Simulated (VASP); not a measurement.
Runs of VASP 6.6.1 on MnS. It takes space group R-3m (No. 166, trigonal). The conventional cell has a = 3.660 Å, b = 3.660 Å, c = 8.913 Å, α = 90.00°, β = 90.00°, γ = 120.00°. Mn (site symmetry -3m) is surrounded by 6 S at 2.58 Å. S (site symmetry -3m) is surrounded by 6 Mn at 2.58 Å. The cell is a database's computed one.

| cell | target pressure | gap on the mesh (eV) | pressure (GPa) | moment (μB) |
| --- | --- | --- | --- | --- |
| relaxed to 10 GPa | 10 GPa | none | 10.0 | 3.01 |
| relaxed to 20 GPa | 20 GPa | none | 19.9 | 2.40 |
| relaxed to 5 GPa | 5 GPa | none | 4.9 | 3.11 |
| relaxed to 30 GPa | 30 GPa | none | 29.8 | (b) |
| relaxed to 2 GPa | 2 GPa | none | 1.9 | (a) |

Alike in all rows: task relaxation of cell and atoms; level LDA; potentials or basis VASP PAW LDA potentials, release 64 (Mn_pv, S); spin collinear, ferromagnetic start; k mesh 7 × 7 × 7; cutoff (eV) 600; smearing fermi-dirac 0.05 eV.

**Question.** Estimate the missing entries.

**Answer.** (a) 3.18; (b) 2.14.

Caveats: the cell is relaxed towards a set pressure, so the enthalpy falls and the energy may rise; a cell with one magnetic atom can't hold antiferromagnetic order, which such compounds often take; semilocal functionals often make such compounds metallic where correlation or magnetic order opens a gap, which also shifts bond lengths.

A gap of «none» marks a metal or a gap under the smearing width.
